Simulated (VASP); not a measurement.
# BaTiO3 (P4mm) in VASP: further runs, part 2 of 2

VASP 6.6.1. Earlier steps stand in the parts before.

### Step 3. Relaxation of cell and atoms, PBE

This run uses another cell than the first one, of 13.48 Å³/atom, 1.032 times its volume.

The input, INCAR:

```
SYSTEM = BaTiO3
PREC = Accurate
ENCUT = 600
EDIFF = 1E-6
ISMEAR = 0
SIGMA = 0.02
LREAL = .FALSE.
LASPH = .TRUE.
NELM = 120
ALGO = Normal
ISIF = 3
LWAVE = .FALSE.
LCHARG = .FALSE.
GGA = PE
IBRION = 2
NSW = 80
EDIFFG = -0.005
KPAR = 4
```

The input, KPOINTS:

```
regular mesh
0
G
  8 8 7
  0 0 0
```

The input, POSCAR:

```
BaTiO3                                  
1.0
    3.9965374438      0.0000000000      0.0000000000
    0.0000000000      3.9965374438      0.0000000000
    0.0000000000      0.0000000000      4.2194901027
  Ba              Ti              O             
     1     1     3
Direct
     0.5000000000000000    0.5000000000000000    0.5897714823185020
     0.0000000000000000    0.0000000000000000    0.1086709239354554
     0.0000000000000000    0.5000000000000000    0.0612164646736816
     0.5000000000000000    1.0000000000000000    0.0612164646736816
     0.0000000000000000    0.0000000000000000    0.5391216543986856
```

Potentials or basis: VASP PAW PBE potentials, release 64 (Ba_sv, Ti_sv, O).

Run with:

```console
cat potpaw_PBE.64/Ba_sv/POTCAR potpaw_PBE.64/Ti_sv/POTCAR potpaw_PBE.64/O/POTCAR > POTCAR
mpirun -np 4 vasp_std > vasp.out
```

OUTCAR:

```text
SYSTEM = BaTiO3
   PREC = Accurate
   ENCUT = 600
   EDIFF = 1E-6
   ISMEAR = 0
   LREAL = .FALSE.
   LASPH = .TRUE.
   NELM = 120
   ISIF = 3
   GGA = PE
   IBRION = 2
   NSW = 80
   EDIFFG = -0.005

 ion  position               nearest neighbor table
   1  0.500  0.500  0.590-   3 2.82   4 2.82   4 2.82   3 2.82   5 2.83   5 2.83   5 2.83   5 2.83
                             3 2.99   4 2.99   3 2.99   4 2.99   2 3.48   2 3.48   2 3.48   2 3.48
   2  0.000  0.000  0.109-   5 1.82   4 2.01   3 2.01   3 2.01   4 2.01   5 2.40   1 3.48   1 3.48
                             1 3.48   1 3.48   1 3.57   1 3.57   1 3.57   1 3.57
   3  0.000  0.500  0.061-   2 2.01   2 2.01   1 2.82   1 2.82   1 2.99   1 2.99
   4  0.500  0.000  0.061-   2 2.01   2 2.01   1 2.82   1 2.82   1 2.99   1 2.99
   5  0.000  0.000  0.539-   2 1.82   2 2.40   1 2.83   1 2.83   1 2.83   1 2.83

  LATTYP: Found a simple tetragonal cell.
 ALAT       =     3.9965374438
 C/A-ratio  =     1.0557864557

  Lattice vectors:

 A1 = (   3.9965374438,   0.0000000000,   0.0000000000)
 A2 = (   0.0000000000,   3.9965374438,   0.0000000000)
 A3 = (   0.0000000000,   0.0000000000,   4.2194901027)

Analysis of symmetry for initial positions (statically):
=====================================================================
 Subroutine PRICEL returns:
 Original cell was already a primitive cell.

 Routine SETGRP: Setting up the symmetry group for a
 simple tetragonal supercell.

 Subroutine GETGRP returns: Found  8 space group operations
 (whereof  8 operations were pure point group operations)
 out of a pool of 16 trial point group operations.

The static configuration has the point symmetry C_4v.

Analysis of symmetry for dynamics (positions and initial velocities):
=====================================================================
 Subroutine PRICEL returns:
 Original cell was already a primitive cell.

 Routine SETGRP: Setting up the symmetry group for a
 simple tetragonal supercell.

 Subroutine GETGRP returns: Found  8 space group operations
 (whereof  8 operations were pure point group operations)
 out of a pool of 16 trial point group operations.

The dynamic configuration has the point symmetry C_4v.

 Subroutine INISYM returns: Found  8 space group operations
 (whereof  8 operations are pure point group operations),
 and found     1 'primitive' translations

----------------------------------------------------------------------------------------

                                     Primitive cell

  volume of cell :      67.3950

  direct lattice vectors                    reciprocal lattice vectors
     3.996537444  0.000000000  0.000000000     0.250216597  0.000000000  0.000000000
     0.000000000  3.996537444  0.000000000     0.000000000  0.250216597  0.000000000
     0.000000000  0.000000000  4.219490103     0.000000000  0.000000000  0.236995461

  length of vectors
     3.996537444  3.996537444  4.219490103     0.250216597  0.250216597  0.236995461

  position of ions in fractional coordinates (direct lattice)
     0.500000000  0.500000000  0.589771482
     0.000000000  0.000000000  0.108670924
     0.000000000  0.500000000  0.061216465
     0.500000000  0.000000000  0.061216465
     0.000000000  0.000000000  0.539121654

  ion indices of the primitive-cell ions
   primitive index   ion index
                 1           1
                 2           2
[... 37 lines left out ...]
  0.125000  0.125000  0.000000      4.000000
[... 16 lines left out ...]
  0.375000  0.125000  0.142857     16.000000
  0.500000  0.125000  0.142857      8.000000
 [... further k-points ...]
   k-points           NKPTS =     60   k-points in BZ     NKDIM =     60   number of bands    NBANDS=     24
   number of dos      NEDOS =    301   number of ions     NIONS =      5
   total plane-waves  NPLWV =  36864
   dimension x,y,z NGX =    32 NGY =   32 NGZ =   36
   dimension x,y,z NGXF=    64 NGYF=   64 NGZF=   72
   ions per type =               1   1   3
   NGX,Y,Z   is equivalent  to a cutoff of  13.31, 13.31, 14.18 a.u.
   NGXF,Y,Z  is equivalent  to a cutoff of  26.62, 26.62, 28.37 a.u.
 SYSTEM =  BaTiO3
   PREC   = accura    normal or accurate (medium, high low for compatibility)
   ISTART =      0    job   : 0-new  1-cont  2-samecut
   ICHARG =      2    charge: 1-file 2-atom 10-const
   ISPIN  =      1    spin polarized calculation?
   LNONCOLLINEAR =      F non collinear calculations
   LSORBIT =      F    spin-orbit coupling
   LASPH  =      T    aspherical Exc in radial PAW
   ENCUT  =  600.0 eV  44.10 Ry    6.64 a.u.   7.98  7.98  8.43*2*pi/ulx,y,z
   NELM   =    120;   NELMIN=  2; NELMDL= -5     # of ELM steps
   EDIFF  = 0.1E-05   stopping-criterion for ELM
   LREAL  =      F    real-space projection
   EDIFFG = -.5E-02   stopping-criterion for IOM
   NSW    =     80    number of steps for IOM
   IBRION =      2    ionic relax: 0-MD 1-quasi-New 2-CG
   NFREE  =      1    steps in history (QN), initial steepest desc. (CG)
   ISIF   =      3    stress and relaxation
   ISYM   =      2    0-nonsym 1-usesym 2-fastsym
   POTIM  = 0.5000    time-step for ionic-motion
   TEBEG  =    0.0;   TEEND  =   0.0 temperature during run
   PSTRESS=    0.0 pullay stress
   NELECT =      40.0000    total number of electrons
   NUPDOWN=      -1.0000    fix difference up-down
   EMIN   =  10.00;   EMAX   =-10.00  energy-range for DOS
   EFERMI =   0.00;   METHOD = LEGACY
   ISMEAR =     0;   SIGMA  =   0.02  broadening in eV -4-tet -1-fermi 0-gaus
   EFERMI_NEDOS =   21; number of points for ismear=-14 and -15
   IALGO  =     38    algorithm
   IMIX   =      4    mixing-type and parameters
     AMIX     =   0.40;   BMIX     =  1.00
     AMIX_MAG =   1.60;   BMIX_MAG =  1.00
  volume/ion in A,a.u.               =      13.48        90.96
  Fermi-wavevector in a.u.,A,eV,Ry     =   1.375790  2.599867 25.753094  1.892799
  Thomas-Fermi vector in A             =   2.501094
   LORBIT       =      0    0 simple, 1 ext, 2 COOP (PROOUT), +10 PAW based schemes
   GGA     = PE    functional components
   LHFCALC =     F    Hartree Fock is set to
   AEXX    =    0.0000 exact exchange contribution
   IVDW    =     0    specifies the selected vdW correction
   LEPSILON=     F    determine dielectric tensor
   LRPA    =     F    only Hartree local field effects (RPA)
 conjugate gradient relaxation of ions
 non-spin polarized calculation
 Gauss-broadening in eV      SIGMA  =   0.02
  energy-cutoff  :      600.00
  volume of cell :       67.40
 maximum number of plane-waves:      2268
 NGX is ok and might be reduce to    32
   NGX = 15   NGY = 15   NGZ = 17

 number of electron      39.9999992 magnetization

 Free energy of the ion-electron system (eV)
  ---------------------------------------------------
  ext. energy  EPLUGINS =         0.00000000
  ---------------------------------------------------
  free energy    TOTEN  =       -40.05151737 eV

  energy without entropy =      -40.05151737  energy(sigma->0) =      -40.05151737

 E-fermi :   3.9570     XC(G=0): -10.9712

 val. band max:        3.6777675029   @ k =   0.5000   0.5000   0.4286
 cond. band min:       5.4488916277   @ k =   0.0000   0.0000   0.0000
 fundamental gap:      1.7711241248
 Fermi energy:         3.9570169340

 k-point     1 :       0.0000    0.0000    0.0000
  band No.  band energies     occupation
      1     -53.0088      2.00000
      2     -29.3408      2.00000
      3     -29.2020      2.00000
      4     -29.2020      2.00000
      5     -21.5484      2.00000
      6     -13.3207      2.00000
[... 637 lines left out ...]
     23       7.1817      0.00000
     24       8.2402      0.00000

 [... further k-points ...]

------------------------ aborting loop because EDIFF is reached ----------------------------------------

  FORCE on cell =-STRESS in cart. coord.  units (eV):
  Direction    XX          YY          ZZ          XY          YZ          ZX
  --------------------------------------------------------------------------------------
  -------------------------------------------------------------------------------------
  Total       -0.0178284     -0.0178284     -0.0186394      0.0000000     -0.0000000      0.0000000
  in kB       -0.4238329     -0.4238329     -0.4431129      0.0000000     -0.0000000      0.0000000
  external PRESSURE =      -0.4302596 kB  Pullay stress =       0.0000000 kB

 VOLUME and BASIS-vectors are now :
 -----------------------------------------------------------------------------
  energy-cutoff  :      600.00
  volume of cell :       67.40
      direct lattice vectors                 reciprocal lattice vectors
     3.996537444  0.000000000  0.000000000     0.250216597  0.000000000  0.000000000
     0.000000000  3.996537444  0.000000000     0.000000000  0.250216597  0.000000000
     0.000000000  0.000000000  4.219490103     0.000000000  0.000000000  0.236995461

 POSITION                                       TOTAL-FORCE (eV/Angst)
 -----------------------------------------------------------------------------------
      1.99827      1.99827      2.48853         0.000000      0.000000      0.002593
      0.00000      0.00000      0.45854         0.000000     -0.000000      0.003734
      0.00000      1.99827      0.25830         0.000000     -0.000000     -0.003484
      1.99827      0.00000      0.25830         0.000000     -0.000000     -0.003484
      0.00000      0.00000      2.27482        -0.000000     -0.000000      0.000641
 -----------------------------------------------------------------------------------
    total drift:                                0.000000     -0.000000     -0.000004

  FREE ENERGIE OF THE ION-ELECTRON SYSTEM (eV)
  ---------------------------------------------------
  free  energy   TOTEN  =       -40.0515173719 eV

  energy  without entropy=      -40.0515173719  energy(sigma->0) =      -40.05151737

 reached required accuracy - stopping structural energy minimisation
```

Wall time 23 s (4 MPI ranks of Intel Xeon Platinum 8488C (Sapphire Rapids), shared host); peak memory 0.26 GiB.

What came out:

```
Free energy                  : -40.0515 eV
Pressure after relaxing      : 0.0 GPa
Largest force after relaxing : 0.004 eV/Å
Band gap on the k mesh       : 1.77 eV, indirect (least direct gap 2.34 eV)
```

Forces in eV/Å, atoms in the order of the input:
```
Ba   0.000  0.000  0.003
Ti   0.000  0.000  0.004
O    0.000  0.000 -0.003
O    0.000  0.000 -0.003
O    0.000  0.000  0.001
```

Final structure:
```
CELL_PARAMETERS angstrom
3.99654 0.00000 0.00000
0.00000 3.99654 0.00000
0.00000 0.00000 4.21949
ATOMIC_POSITIONS crystal
Ba 0.50000 0.50000 0.58977
Ti 0.00000 0.00000 0.10867
O 0.00000 0.50000 0.06122
O 0.50000 0.00000 0.06122
O 0.00000 0.00000 0.53912
```

Levels at points of the mesh, in eV from the valence-band top:
| k point | band 17 | band 18 | band 19 | band 20 | band 21 | band 22 | band 23 | band 24 |
| --- | --- | --- | --- | --- | --- | --- | --- | --- |
| (0.00, 0.00, 0.00) | -1.31 | -0.95 | -0.57 | -0.57 | 1.77 | 2.40 | 2.40 | 3.94 |
| (0.50, 0.00, 0.00) | -1.96 | -1.71 | -1.59 | -1.35 | 2.48 | 3.38 | 3.48 | 4.01 |
| (0.50, 0.50, 0.00) | -2.06 | -1.18 | -1.18 | -0.06 | 3.52 | 3.52 | 3.85 | 4.02 |

Caveat: the relaxation stopped at its first step, so nothing moved; spin-orbit coupling is left out, which moves the levels of the heavy elements; an odd mesh through Γ misses points on the zone boundary, where band edges often lie.
